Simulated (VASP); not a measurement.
# GaP (F-43m) in VASP: a series of runs, part 2 of 2

VASP 6.6.1. The steps go on from the part before.

## (3) Relaxation of cell and atoms, PBEsol

Input file INCAR:

```
SYSTEM = GaP
ALGO = Fast ; EDIFF = 1E-7
EDIFFG = -0.005 ; ENCUT = 600
GGA = PS ; IBRION = 2
ISIF = 3 ; ISMEAR = 0
LASPH = .True. ; LCHARG = .False.
LREAL = .False. ; LWAVE = .False.
NELM = 80 ; NSW = 90
PREC = Accurate ; SIGMA = 0.02
```

Input file KPOINTS:

```
k-points
0
Gamma
  4 4 4
  0 0 0
```

Input file POSCAR:

```
GaP
1.0
    0.0000000000      2.7258124900      2.7258124900
    2.7258124900      0.0000000000      2.7258124900
    2.7258124900      2.7258124900      0.0000000000
Ga P
1 1
Direct
    0.0000000000      0.0000000000      0.0000000000
    0.7500000000      0.7500000000      0.7500000000
```

Potentials or basis: VASP PAW PBE potentials, release 64 (Ga_d, P).

The run is started by

```sh
> cat potpaw_PBE.64/Ga_d/POTCAR potpaw_PBE.64/P/POTCAR > POTCAR
> mpirun -np 1 vasp_std > vasp.out
```

OUTCAR:

```text
SYSTEM = GaP
   EDIFF = 1E-7
   EDIFFG = -0.005
   ENCUT = 600
   GGA = PS
   IBRION = 2
   ISIF = 3
   ISMEAR = 0
   LASPH = .True.
   LREAL = .False.
   NELM = 80
   NSW = 90
   PREC = Accurate

 ion  position               nearest neighbor table
   1  0.000  0.000  0.000-   2 2.36   2 2.36   2 2.36   2 2.36
   2  0.750  0.750  0.750-   1 2.36   1 2.36   1 2.36   1 2.36

  LATTYP: Found a face centered cubic cell.
 ALAT       =     5.4516249800

  Lattice vectors:

 A1 = (   0.0000000000,   2.7258124900,   2.7258124900)
 A2 = (   2.7258124900,   0.0000000000,   2.7258124900)
 A3 = (   2.7258124900,   2.7258124900,   0.0000000000)

Analysis of symmetry for initial positions (statically):
=====================================================================
 Subroutine PRICEL returns:
 Original cell was already a primitive cell.

 Routine SETGRP: Setting up the symmetry group for a
 face centered cubic supercell.

 Subroutine GETGRP returns: Found 24 space group operations
[... 174 lines left out ...]
     12       8.4045      0.00000
     13       8.4045      0.00000
[... 181 lines left out ...]
--------------------------------------- Ionic step        3  -------------------------------------------

 number of electron      18.0000004 magnetization

 Free energy of the ion-electron system (eV)
  ---------------------------------------------------
  ext. energy  EPLUGINS =         0.00000000
  ---------------------------------------------------
  free energy    TOTEN  =        -9.77261338 eV

  energy without entropy =       -9.77261338  energy(sigma->0) =       -9.77261338

 E-fermi :   4.8071     XC(G=0): -10.0130

 val. band max:        4.6422992970   @ k =   0.0000   0.0000   0.0000
 cond. band min:       6.1218245456   @ k =   0.5000   0.5000   0.0000
 fundamental gap:      1.4795252486
 Fermi energy:         4.8070853089

 k-point     1 :       0.0000    0.0000    0.0000
  band No.  band energies     occupation
      1      -9.9526      2.00000
      2      -9.9526      2.00000
      3      -9.9526      2.00000
      4      -9.8526      2.00000
      5      -9.8526      2.00000
      6      -7.9102      2.00000
      7       4.6423      2.00000
      8       4.6423      2.00000
      9       4.6423      2.00000
     10       6.4008      0.00000
     11       8.4350      0.00000
     12       8.4350      0.00000
     13       8.4350      0.00000
[... 139 lines left out ...]
  FREE ENERGIE OF THE ION-ELECTRON SYSTEM (eV)
  ---------------------------------------------------
  free  energy   TOTEN  =        -9.7726133806 eV

  energy  without entropy=       -9.7726133806  energy(sigma->0) =       -9.77261338

 reached required accuracy - stopping structural energy minimisation
```

OSZICAR:

```text
N       E                     dE             d eps       ncg     rms          rms(c)
DAV:   1     0.903841159659E+02    0.90384E+02   -0.10436E+04   216   0.221E+03
DAV:   2    -0.328310902217E+01   -0.93667E+02   -0.90443E+02   213   0.352E+02
DAV:   3    -0.994422874093E+01   -0.66611E+01   -0.66149E+01   258   0.791E+01
[... 26 lines left out ...]
RMM:   2    -0.977265787915E+01    0.16475E-03   -0.27718E-04   226   0.247E-01    0.405E-02
RMM:   3    -0.977261769477E+01    0.40184E-04   -0.68742E-05   215   0.111E-01    0.789E-03
RMM:   4    -0.977261451544E+01    0.31793E-05   -0.89779E-06   232   0.285E-02    0.527E-03
RMM:   5    -0.977261343077E+01    0.10847E-05   -0.14549E-06   241   0.149E-02    0.892E-04
RMM:   6    -0.977261338061E+01    0.50157E-07   -0.38665E-07   174   0.817E-03
   3 F= -.97726134E+01 E0= -.97726134E+01  d E =-.952714E-04
```

Wall time 16 s (1 thread of Intel Xeon Platinum 8488C (Sapphire Rapids), shared host); peak memory 0.18 GiB.

Results:

```yaml
Free_energy: -9.7726 eV
Relaxed_volume: 20.19 Å³/atom
Relaxed_cell: a = 3.851 Å, b = 3.851 Å, c = 3.851 Å, α = 60.00°, β = 60.00°, γ = 60.00°
Space_group_after_relaxing_to_0.05_Å: F-43m (No. 216)
Energy_gained_by_relaxing: 0.0 meV/atom
Ionic_steps: 3
Pressure_after_relaxing: 0.0 GPa
Band_gap_on_the_k_mesh: 1.48 eV, indirect (least direct gap 1.76 eV)
```

Final structure:
```
CELL_PARAMETERS angstrom
0.00000 2.72303 2.72303
2.72303 0.00000 2.72303
2.72303 2.72303 0.00000
ATOMIC_POSITIONS crystal
Ga 0.00000 0.00000 0.00000
P 0.75000 0.75000 0.75000
```

Levels at points of the mesh, in eV from the valence-band top:
| k point | band 7 | band 8 | band 9 | band 10 | band 11 | band 12 |
| --- | --- | --- | --- | --- | --- | --- |
| (0.00, 0.00, 0.00) | 0.00 | 0.00 | 0.00 | 1.76 | 3.79 | 3.79 |
| (0.50, 0.00, 0.00) | -6.73 | -1.14 | -1.14 | 1.57 | 4.62 | 4.62 |
| (0.50, 0.50, 0.00) | -6.85 | -2.74 | -2.74 | 1.48 | 1.69 | 10.55 |

Caveat: the k mesh is coarse (spacing up to 0.50 Å⁻¹), so the values aren't converged; the PAW data sets were made with another functional, which shifts forces and pressure a little. A k mesh can miss the band edges.

## (4) Single point, PBEsol

Input file INCAR:

```
SYSTEM = GaP
PREC = Accurate
ENCUT = 520
EDIFF = 1E-6
ISMEAR = 0
SIGMA = 0.02
LREAL = .FALSE.
LASPH = .TRUE.
NELM = 80
ALGO = Fast
ISIF = 2
LWAVE = .FALSE.
LCHARG = .FALSE.
GGA = PS
```

Input file KPOINTS:

```
regular mesh
0
G
  8 8 8
  0 0 0
```

POSCAR is that of step 3.

The run is started by

```sh
> cat potpaw_PBE.64/Ga_d/POTCAR potpaw_PBE.64/P/POTCAR > POTCAR
> mpirun -np 1 vasp_std > vasp.out
```

Wall time 19 s (1 thread of Intel Xeon Platinum 8488C (Sapphire Rapids), shared host); peak memory 0.16 GiB.

Results (log left out):

```yaml
Free_energy: -9.9205 eV
Pressure: -0.7 GPa
Band_gap_on_the_k_mesh: 1.52 eV, indirect (least direct gap 1.75 eV)
```

Levels at points of the mesh, in eV from the valence-band top:
| k point | band 7 | band 8 | band 9 | band 10 | band 11 | band 12 |
| --- | --- | --- | --- | --- | --- | --- |
| (0.00, 0.00, 0.00) | 0.00 | 0.00 | 0.00 | 1.75 | 3.83 | 3.83 |
| (0.50, 0.00, 0.00) | -6.69 | -1.13 | -1.13 | 1.58 | 4.65 | 4.65 |
| (0.50, 0.50, 0.00) | -6.81 | -2.71 | -2.71 | 1.52 | 1.72 | 10.54 |

Caveat: the PAW data sets were made with another functional, which shifts forces and pressure a little.

## (5) Relaxation of cell and atoms, PBEsol

Input file INCAR:

```
SYSTEM = GaP
ALGO = Fast ; EDIFF = 1E-7
EDIFFG = -0.005 ; ENCUT = 580
GGA = PS ; IBRION = 2
ISIF = 3 ; ISMEAR = 0
LASPH = .True. ; LCHARG = .False.
LREAL = .False. ; LWAVE = .False.
NELM = 80 ; NSW = 90
PREC = Accurate ; SIGMA = 0.02
```

Input file KPOINTS:

```
k-points
0
Gamma
  8 8 8
  0 0 0
```

POSCAR is that of step 4.

Potentials or basis: VASP PAW PBE potentials, release 64 (Ga, P).

The run is started by

```sh
> cat potpaw_PBE.64/Ga/POTCAR potpaw_PBE.64/P/POTCAR > POTCAR
> mpirun -np 1 vasp_std > vasp.out
```

Wall time 26 s (1 thread of Intel Xeon Platinum 8488C (Sapphire Rapids), shared host); peak memory 0.17 GiB.

It converged, with:

- Free energy: -9.8644 eV
- Relaxed volume: 20.50 Å³/atom
- Relaxed cell: a = 3.871 Å, b = 3.871 Å, c = 3.871 Å, α = 60.00°, β = 60.00°, γ = 60.00°
- Space group after relaxing (to 0.05 Å): F-43m (No. 216)
- Energy gained by relaxing: 0.9 meV/atom
- Ionic steps: 3
- Pressure after relaxing: 0.0 GPa
- Band gap on the k mesh: 1.55 eV, indirect (least direct gap 1.71 eV)

Step by step:
```csv
step,energy change (eV),largest force (eV/Å),pressure (GPa),volume (Å³)
1,0.0000,0.0000,1.10,40.51
2,-0.0011,0.0000,-0.65,41.33
3,-0.0017,0.0000,0.00,41.01
```

Final structure:
```
CELL_PARAMETERS angstrom
0.00000 2.73706 2.73706
2.73706 0.00000 2.73706
2.73706 2.73706 0.00000
ATOMIC_POSITIONS crystal
Ga 0.00000 0.00000 0.00000
P 0.75000 0.75000 0.75000
```

Levels at points of the mesh, in eV from the valence-band top:
| k point | band 1 | band 2 | band 3 | band 4 | band 5 | band 6 | band 7 | band 8 |
| --- | --- | --- | --- | --- | --- | --- | --- | --- |
| (0.00, 0.00, 0.00) | -12.40 | 0.00 | 0.00 | 0.00 | 1.71 | 3.88 | 3.88 | 3.88 |
| (0.50, 0.00, 0.00) | -10.48 | -6.58 | -1.10 | -1.10 | 1.60 | 4.69 | 4.69 | 8.08 |
| (0.50, 0.50, 0.00) | -9.61 | -6.70 | -2.65 | -2.65 | 1.55 | 1.76 | 10.51 | 10.51 |

Caveat: the PAW data sets were made with another functional, which shifts forces and pressure a little. A k mesh can miss the band edges.

## (6) Relaxation of cell and atoms, RPBE

Changes to INCAR since step 5:

```diff
@@ -2,4 +2,4 @@
 ALGO = Fast ; EDIFF = 1E-7
-EDIFFG = -0.005 ; ENCUT = 580
-GGA = PS ; IBRION = 2
+EDIFFG = -0.005 ; ENCUT = 600
+GGA = RP ; IBRION = 2
 ISIF = 3 ; ISMEAR = 0
```

KPOINTS is that of step 5.

POSCAR is that of step 5.

Potentials or basis: VASP PAW PBE potentials, release 64 (Ga_d, P).

The run is started by

```sh
> cat potpaw_PBE.64/Ga_d/POTCAR potpaw_PBE.64/P/POTCAR > POTCAR
> mpirun -np 1 vasp_std > vasp.out
```

It took 41 s on 1 thread of Intel Xeon Platinum 8488C (Sapphire Rapids), shared host; peak memory 0.18 GiB.

The run converged. Its results:

| Property | Result |
| --- | --- |
| Free energy | -8.4601 eV |
| Relaxed volume | 21.41 Å³/atom |
| Relaxed cell | a = 3.927 Å, b = 3.927 Å, c = 3.927 Å, α = 60.00°, β = 60.00°, γ = 60.00° |
| Space group after relaxing (to 0.05 Å) | F-43m (No. 216) |
| Energy gained by relaxing | 15.2 meV/atom |
| Ionic steps | 3 |
| Pressure after relaxing | 0.0 GPa |
| Band gap on the k mesh | 1.50 eV, direct |

The path:
| step | energy change (eV) | largest force (eV/Å) | pressure (GPa) | volume (Å³) |
| --- | --- | --- | --- | --- |
| 1 | 0.0000 | 0.0000 | 4.42 | 40.51 |
| 2 | -0.0248 | 0.0000 | -1.65 | 43.87 |
| 3 | -0.0303 | 0.0000 | 0.01 | 42.81 |

Final structure:
```cif
data_structure
_symmetry_space_group_name_H-M 'P 1'
_symmetry_Int_Tables_number 1
_cell_length_a 3.9267
_cell_length_b 3.9267
_cell_length_c 3.9267
_cell_angle_alpha 60.000
_cell_angle_beta 60.000
_cell_angle_gamma 60.000
_cell_volume 42.81
loop_
_atom_site_label
_atom_site_type_symbol
_atom_site_fract_x
_atom_site_fract_y
_atom_site_fract_z
_atom_site_occupancy
Ga1 Ga 0.00000 0.00000 0.00000 1
P1 P 0.75000 0.75000 0.75000 1
```

Levels at points of the mesh, in eV from the valence-band top:
| k point | band 7 | band 8 | band 9 | band 10 | band 11 | band 12 |
| --- | --- | --- | --- | --- | --- | --- |
| (0.00, 0.00, 0.00) | 0.00 | 0.00 | 0.00 | 1.50 | 3.93 | 3.93 |
| (0.50, 0.00, 0.00) | -6.27 | -1.03 | -1.03 | 1.60 | 4.76 | 4.76 |
| (0.50, 0.50, 0.00) | -6.45 | -2.48 | -2.48 | 1.88 | 1.95 | 10.23 |

Caveat: the PAW data sets were made with another functional, which shifts forces and pressure a little. A hybrid or GW would open this gap; RPBE tends to underestimate it.

## (7) The runs side by side

| task | level | potentials or basis | cell | k mesh | cutoff (eV) | mesh quality | gap on the mesh (eV) | pressure (GPa) | relaxed volume (Å³/atom) |
| --- | --- | --- | --- | --- | --- | --- | --- | --- | --- |
| relaxation of cell and atoms | PBEsol | VASP PAW PBE potentials, release 64 (Ga_d, P) | relaxed | 4 × 4 × 4 | 600 | coarse | 1.48 | 0.0 | 20.19 |
| single point | PBEsol | VASP PAW PBE potentials, release 64 (Ga_d, P) | as given | 8 × 8 × 8 | 520 | not flagged | 1.52 | -0.7 | - |
| relaxation of cell and atoms | PBEsol | VASP PAW PBE potentials, release 64 (Ga, P) | relaxed | 8 × 8 × 8 | 580 | not flagged | 1.55 | 0.0 | 20.50 |
| relaxation of cell and atoms | RPBE | VASP PAW PBE potentials, release 64 (Ga_d, P) | relaxed | 8 × 8 × 8 | 600 | not flagged | 1.50 | 0.0 | 21.41 |

Alike in all rows: no spin polarisation; smearing gaussian 0.02 eV.

Caveats: some runs use coarse meshes; the PAW data sets were made with another functional, which shifts forces and pressure a little.

Absolute energies hang on the potentials; compare differences alone.

## (8) How close it comes

Step 4. A measured gap of GaP is 2.34 eV (indirect; 10 K; quoted in “Stacking defects in GaP nanowires: Electronic structure and optical properties”, 2018, arxiv:1810.01194); the calculated 1.52 eV misses it by -0.82 eV. Spin-orbit coupling on Ga is left out. The value is that of PBEsol on a finite k mesh, which can miss the band edges, without temperature or zero-point motion. Semilocal functionals fall short of measured gaps as a rule. The cell is a database's relaxed one, not the measured one, which moves gaps too.
